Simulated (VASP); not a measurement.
# EuS (Fm-3m) in VASP: notebook

Runs on EuS. Level: PBE. Tasks: single point.

Program: VASP 6.6.1. These are calculated values, not measurements. Logs are shortened: lines on timing, memory, paths and dates and some standing lists are left out, and cuts for length are marked.

**The experiment to reproduce.**

“Crystal-field mediated electronic transitions of EuS up to 35 GPa”, 2022, pmc:8786971 reports, for a powder of EuS at 300 K: band gap 1.72 eV (optical).

The results are compared with them further down.

### Step 1. The crystal as given

It takes space group Fm-3m (No. 225, cubic). Conventional cell: a = 5.957 Å, b = 5.957 Å, c = 5.957 Å, α = 90.00°, β = 90.00°, γ = 90.00°. Around Eu (site symmetry m-3m) lie 6 S at 2.98 Å. S (site symmetry m-3m) has 6 Eu at 2.98 Å as nearest neighbours.

### Step 2. Single point, PBE, collinear spin, ferromagnetic start

INCAR reads:

```
ALGO = Normal
EDIFF = 1E-6
ENCUT = 520
GGA = PE
ISIF = 2
ISMEAR = 0
ISPIN = 2
LASPH = T
LCHARG = F
LMAXMIX = 6
LORBIT = 11
LREAL = F
LWAVE = F
MAGMOM = 7 0
NBANDS = 22
NELM = 150
PREC = Accurate
SIGMA = 0.012
```

KPOINTS reads:

```
k-points
0
Gamma
  8 8 8
```

POSCAR reads:

```
EuS
1.0
    0.0000000000      2.9785000000      2.9785000000
    2.9785000000      0.0000000000      2.9785000000
    2.9785000000      2.9785000000      0.0000000000
Eu S
1 1
Direct
    0.0000000000      0.0000000000      0.0000000000
    0.5000000000      0.5000000000      0.5000000000
```

Potentials or basis: VASP PAW PBE potentials, release 64 (Eu, S).

The run is started by

```console
$ cat potpaw_PBE.64/Eu/POTCAR potpaw_PBE.64/S/POTCAR > POTCAR
$ mpirun -np 1 vasp_std > vasp.out
```

OUTCAR:

```text
EDIFF = 1E-6
   ENCUT = 520
   GGA = PE
   ISIF = 2
   ISMEAR = 0
   ISPIN = 2
   LASPH = T
   LORBIT = 11
   LREAL = F
   NELM = 150
   PREC = Accurate

 ion  position               nearest neighbor table
   1  0.000  0.000  0.000-   2 2.98   2 2.98   2 2.98   2 2.98   2 2.98   2 2.98
   2  0.500  0.500  0.500-   1 2.98   1 2.98   1 2.98   1 2.98   1 2.98   1 2.98

  LATTYP: Found a face centered cubic cell.
 ALAT       =     5.9570000000

  Lattice vectors:

 A1 = (   0.0000000000,   2.9785000000,   2.9785000000)
 A2 = (   2.9785000000,   0.0000000000,   2.9785000000)
 A3 = (   2.9785000000,   2.9785000000,   0.0000000000)

Analysis of symmetry for initial positions (statically):
=====================================================================
 Subroutine PRICEL returns:
 Original cell was already a primitive cell.

 Routine SETGRP: Setting up the symmetry group for a
 face centered cubic supercell.

 Subroutine GETGRP returns: Found 48 space group operations
 (whereof 48 operations were pure point group operations)
 out of a pool of 48 trial point group operations.

The static configuration has the point symmetry O_h .

Analysis of symmetry for dynamics (positions and initial velocities):
=====================================================================
 Subroutine PRICEL returns:
 Original cell was already a primitive cell.

 Routine SETGRP: Setting up the symmetry group for a
 face centered cubic supercell.

 Subroutine GETGRP returns: Found 48 space group operations
 (whereof 48 operations were pure point group operations)
 out of a pool of 48 trial point group operations.

The dynamic configuration has the point symmetry O_h .

Analysis of structural, dynamic, and magnetic symmetry:
=====================================================================
 Subroutine PRICEL returns:
 Original cell was already a primitive cell.

 Routine SETGRP: Setting up the symmetry group for a
 face centered cubic supercell.

 Subroutine GETGRP returns: Found 48 space group operations
 (whereof 48 operations were pure point group operations)
 out of a pool of 48 trial point group operations.

The overall configuration has the point symmetry O_h .

 Subroutine INISYM returns: Found 48 space group operations
 (whereof 48 operations are pure point group operations),
 and found     1 'primitive' translations

----------------------------------------------------------------------------------------

                                     Primitive cell

  volume of cell :      52.8473

  direct lattice vectors                    reciprocal lattice vectors
     0.000000000  2.978500000  2.978500000    -0.167869733  0.167869733  0.167869733
     2.978500000  0.000000000  2.978500000     0.167869733 -0.167869733  0.167869733
     2.978500000  2.978500000  0.000000000     0.167869733  0.167869733 -0.167869733

  length of vectors
     4.212235096  4.212235096  4.212235096     0.290758907  0.290758907  0.290758907

  position of ions in fractional coordinates (direct lattice)
     0.000000000  0.000000000  0.000000000
     0.500000000  0.500000000  0.500000000

  ion indices of the primitive-cell ions
   primitive index   ion index
                 1           1
                 2           2

----------------------------------------------------------------------------------------

 KPOINTS: k-points

Automatic generation of k-mesh.
 Grid dimensions read from file:
 generate k-points for:    8    8    8

 Generating k-lattice:

  Cartesian coordinates                     Fractional coordinates (reciprocal lattice)
    -0.020983717  0.020983717  0.020983717     0.125000000  0.000000000  0.000000000
     0.020983717 -0.020983717  0.020983717     0.000000000  0.125000000  0.000000000
     0.020983717  0.020983717 -0.020983717     0.000000000  0.000000000  0.125000000

  Length of vectors
     0.036344863  0.036344863  0.036344863

  Shift w.r.t. Gamma in fractional coordinates (k-lattice)
     0.000000000  0.000000000  0.000000000

 Subroutine IBZKPT returns following result:
 ===========================================

 Found     29 irreducible k-points:

 Following reciprocal coordinates:
            Coordinates               Weight
  0.000000  0.000000  0.000000      1.000000
  0.125000  0.000000  0.000000      8.000000
  0.250000  0.000000  0.000000      8.000000
  0.375000  0.000000  0.000000      8.000000
  0.500000  0.000000  0.000000      4.000000
  0.125000  0.125000  0.000000      6.000000
[... 16 lines left out ...]
  0.500000  0.250000  0.125000     48.000000
 -0.375000  0.250000  0.125000     24.000000
 [... further k-points ...]
   k-points           NKPTS =     29   k-points in BZ     NKDIM =     29   number of bands    NBANDS=     22
   number of dos      NEDOS =    301   number of ions     NIONS =      2
   total plane-waves  NPLWV =  32768
   dimension x,y,z NGX =    32 NGY =   32 NGZ =   32
   dimension x,y,z NGXF=    64 NGYF=   64 NGZF=   64
   ions per type =               1   1
   NGX,Y,Z   is equivalent  to a cutoff of  12.63, 12.63, 12.63 a.u.
   NGXF,Y,Z  is equivalent  to a cutoff of  25.26, 25.26, 25.26 a.u.
 SYSTEM =  unknown system
   PREC   = accura    normal or accurate (medium, high low for compatibility)
   ISTART =      0    job   : 0-new  1-cont  2-samecut
   ICHARG =      2    charge: 1-file 2-atom 10-const
   ISPIN  =      2    spin polarized calculation?
   LNONCOLLINEAR =      F non collinear calculations
   LSORBIT =      F    spin-orbit coupling
   LASPH  =      T    aspherical Exc in radial PAW
   ENCUT  =  520.0 eV  38.22 Ry    6.18 a.u.   7.83  7.83  7.83*2*pi/ulx,y,z
   NELM   =    150;   NELMIN=  2; NELMDL= -5     # of ELM steps
   EDIFF  = 0.1E-05   stopping-criterion for ELM
   LREAL  =      F    real-space projection
   EDIFFG = 0.1E-04   stopping-criterion for IOM
   NSW    =      0    number of steps for IOM
   IBRION =     -1    ionic relax: 0-MD 1-quasi-New 2-CG
   NFREE  =      0    steps in history (QN), initial steepest desc. (CG)
   ISIF   =      2    stress and relaxation
   ISYM   =      2    0-nonsym 1-usesym 2-fastsym
   POTIM  = 0.5000    time-step for ionic-motion
   TEBEG  =    0.0;   TEEND  =   0.0 temperature during run
   PSTRESS=    0.0 pullay stress
   NELECT =      23.0000    total number of electrons
   NUPDOWN=      -1.0000    fix difference up-down
   EMIN   =  10.00;   EMAX   =-10.00  energy-range for DOS
   EFERMI =   0.00;   METHOD = LEGACY
   ISMEAR =     0;   SIGMA  =   0.01  broadening in eV -4-tet -1-fermi 0-gaus
   EFERMI_NEDOS =   21; number of points for ismear=-14 and -15
   IALGO  =     38    algorithm
   IMIX   =      4    mixing-type and parameters
     AMIX     =   0.40;   BMIX     =  1.00
     AMIX_MAG =   1.60;   BMIX_MAG =  1.00
  volume/ion in A,a.u.               =      26.42       178.32
  Fermi-wavevector in a.u.,A,eV,Ry     =   1.240633  2.344456 20.941667  1.539169
  Thomas-Fermi vector in A             =   2.375065
   LORBIT       =     11    0 simple, 1 ext, 2 COOP (PROOUT), +10 PAW based schemes
   GGA     = PE    functional components
   LHFCALC =     F    Hartree Fock is set to
   AEXX    =    0.0000 exact exchange contribution
   IVDW    =     0    specifies the selected vdW correction
   LEPSILON=     F    determine dielectric tensor
   LRPA    =     F    only Hartree local field effects (RPA)
 spin polarized calculation
 Gauss-broadening in eV      SIGMA  =   0.01
  energy-cutoff  :      520.00
  volume of cell :       52.85
 maximum number of plane-waves:      1436
   NGX = 15   NGY = 15   NGZ = 15

 number of electron      23.0000004 magnetization       6.9897120

 Free energy of the ion-electron system (eV)
  ---------------------------------------------------
  ext. energy  EPLUGINS =         0.00000000
  ---------------------------------------------------
  free energy    TOTEN  =       -19.89734048 eV

  energy without entropy =      -19.89727715  energy(sigma->0) =      -19.89730882

 E-fermi :   4.2710     XC(G=0):  -9.6353

 val. band max:        4.2395907562   @ k =   0.1250   0.0000   0.0000
 cond. band min:       4.2767026187   @ k =   0.1250   0.1250   0.0000
 fundamental gap:      0.0371118625
 Fermi energy:         4.2709835292

 spin component 1

 k-point     1 :       0.0000    0.0000    0.0000
  band No.  band energies     occupation
      1     -37.2053      1.00000
      2     -15.9206      1.00000
      3     -15.9206      1.00000
      4     -15.9206      1.00000
      5      -9.1828      1.00000
      6       1.5226      1.00000
[... 14 lines left out ...]
     21       6.2340      0.00000
     22      11.6512      0.00000
[... 552 lines left out ...]
  band No.  band energies     occupation
      1     -37.1903      1.00000
      2     -16.1884      1.00000
      3     -16.0156      1.00000
      4     -15.9710      1.00000
      5      -8.4791      1.00000
      6      -0.5672      1.00000
[... 14 lines left out ...]
     21      10.4512      0.00000
     22      11.3861      0.00000

 [... further k-points ...]

 spin component 2

 k-point     1 :       0.0000    0.0000    0.0000
  band No.  band energies     occupation
      1     -34.1196      1.00000
      2     -13.6604      1.00000
      3     -13.6604      1.00000
      4     -13.6604      1.00000
      5      -9.1779      1.00000
      6       1.6700      1.00000
[... 14 lines left out ...]
     21       9.0538      0.00000
     22      12.8377      0.00000
[... 552 lines left out ...]
  band No.  band energies     occupation
      1     -34.0987      1.00000
      2     -14.0649      1.00000
      3     -13.7862      1.00000
      4     -13.7261      1.00000
      5      -8.4151      1.00000
      6      -0.3238      1.00000
[... 14 lines left out ...]
     21      11.4671      0.00000
     22      12.2654      0.00000

 [... further k-points ...]

------------------------ aborting loop because EDIFF is reached ----------------------------------------

  FORCE on cell =-STRESS in cart. coord.  units (eV):
  Direction    XX          YY          ZZ          XY          YZ          ZX
  --------------------------------------------------------------------------------------
  -------------------------------------------------------------------------------------
  Total       -0.9293392     -0.9293392     -0.9293392      0.0000000     -0.0000000      0.0000000
  in kB      -28.1748774    -28.1748774    -28.1748774      0.0000000     -0.0000000      0.0000000
  external PRESSURE =     -28.1748774 kB  Pullay stress =       0.0000000 kB

 VOLUME and BASIS-vectors are now :
 -----------------------------------------------------------------------------
  energy-cutoff  :      520.00
  volume of cell :       52.85
      direct lattice vectors                 reciprocal lattice vectors
     0.000000000  2.978500000  2.978500000    -0.167869733  0.167869733  0.167869733
     2.978500000  0.000000000  2.978500000     0.167869733 -0.167869733  0.167869733
     2.978500000  2.978500000  0.000000000     0.167869733  0.167869733 -0.167869733

 POSITION                                       TOTAL-FORCE (eV/Angst)
 -----------------------------------------------------------------------------------
      0.00000      0.00000      0.00000        -0.000000      0.000000     -0.000000
      2.97850      2.97850      2.97850         0.000000     -0.000000      0.000000
 -----------------------------------------------------------------------------------
    total drift:                                0.000000     -0.000000     -0.000000

  FREE ENERGIE OF THE ION-ELECTRON SYSTEM (eV)
  ---------------------------------------------------
  free  energy   TOTEN  =       -19.8973404843 eV

  energy  without entropy=      -19.8972771539  energy(sigma->0) =      -19.89730882

 total charge

# of ion       s       p       d       f       tot
--------------------------------------------------
    1        2.027   5.757   0.304   6.658  14.747
    2        1.316   2.430   0.000   0.000   3.746
--------------------------------------------------
tot          3.343   8.188   0.304   6.658  18.493

 magnetization (x)

# of ion       s       p       d       f       tot
--------------------------------------------------
    1       -0.015  -0.114   0.093   6.628   6.592
    2       -0.007  -0.066   0.000   0.000  -0.073
--------------------------------------------------
tot         -0.022  -0.180   0.093   6.628   6.519
```

Run time: 73 s. Hardware: 1 thread of Intel Xeon Platinum 8375C at 2.90GHz (Ice Lake), shared host; peak memory 0.24 GiB.

What came out:

| Property | Result |
| --- | --- |
| Free energy | -19.8973 eV |
| Pressure | -2.8 GPa |
| Band gap on the k mesh | none (metal or under the smearing width) |
| Net moment | 6.99 μB per cell |
| Site moments | Eu +6.59; S -0.07 μB |
| Valence electrons inside the program's atomic spheres | Eu 14.75; S 3.75 |

Levels at points of the mesh, in eV from the Fermi level:
Spin up:
| k point | band 12 | band 13 | band 14 | band 15 | band 16 | band 17 | band 18 | band 19 |
| --- | --- | --- | --- | --- | --- | --- | --- | --- |
| (0.00, 0.00, 0.00) | -0.21 | 0.10 | 0.10 | 0.10 | 0.81 | 1.09 | 1.09 | 1.09 |
| (0.50, 0.00, 0.00) | -0.25 | -0.25 | -0.22 | -0.20 | 2.95 | 3.23 | 3.66 | 3.66 |
| (0.50, 0.50, 0.00) | -0.27 | -0.27 | -0.23 | -0.04 | -0.04 | 3.10 | 3.24 | 4.53 |
Spin down:
```tsv
k point	band 6	band 7	band 8	band 9	band 10	band 11
(0.00, 0.00, 0.00)	-2.60	-2.60	-2.60	1.45	1.87	1.87
(0.50, 0.00, 0.00)	-5.12	-3.73	-3.73	2.89	4.06	4.13
(0.50, 0.50, 0.00)	-3.74	-2.95	-2.95	-0.12	3.95	3.97
```

Caveat: spin-orbit coupling is left out, which moves the levels of the heavy elements; a cell with one magnetic atom can't hold antiferromagnetic order, which such compounds often take; without U or exact exchange the open f shell lies at the Fermi level, which spoils levels, moments and volumes. The state reached can hang on the start; a lower one may exist.

(Continued in part 2 of 2.)
